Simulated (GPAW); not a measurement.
The system is MgO.

```
Mg O
1.0
     0.00000    2.09700    2.09700
     2.09700    0.00000    2.09700
     2.09700    2.09700    0.00000
Mg O
1 1
Direct
  0.00000 0.00000 0.00000
  0.50000 0.50000 0.50000
```

The cell is a database's computed one.

Base run:

```yaml
Program: GPAW 26.7.0
Functional: r2SCAN
Potentials_or_basis: GPAW PAW data sets (gpaw-data 1.2.1)
Cutoff: 800 eV
Basis: pw
k_mesh: 9 × 9 × 9
Occupations: fermi-dirac, width 0.05 eV
Spin: no spin polarisation
```

Its results: band gap on the k mesh 5.80 eV, direct; pressure 2.0 GPa.

Question: After a change of settings the same cell gave: band gap on the k mesh 4.89 eV, direct; pressure 7.0 GPa. Which change was it?
A. functional from r2SCAN to PBE; potentials or basis from GPAW PAW data sets (gpaw-data 1.2.1) to GPAW PAW data sets (gpaw-data 1.2.1), other valence; cutoff from 800 eV to 600 eV; valence electrons from 16 to 8
B. functional from r2SCAN to TPSS; k mesh from 9 × 9 × 9 to 11 × 11 × 11
C. functional from r2SCAN to PBE

Answer: C.

r2SCAN gives the wider gap, since meta-GGAs in the generalised Kohn-Sham scheme recover part of the derivative discontinuity.

Caveats: the PAW data sets were made with another functional, which shifts forces and pressure a little (some runs).

Not every run made on this cell is shown here.
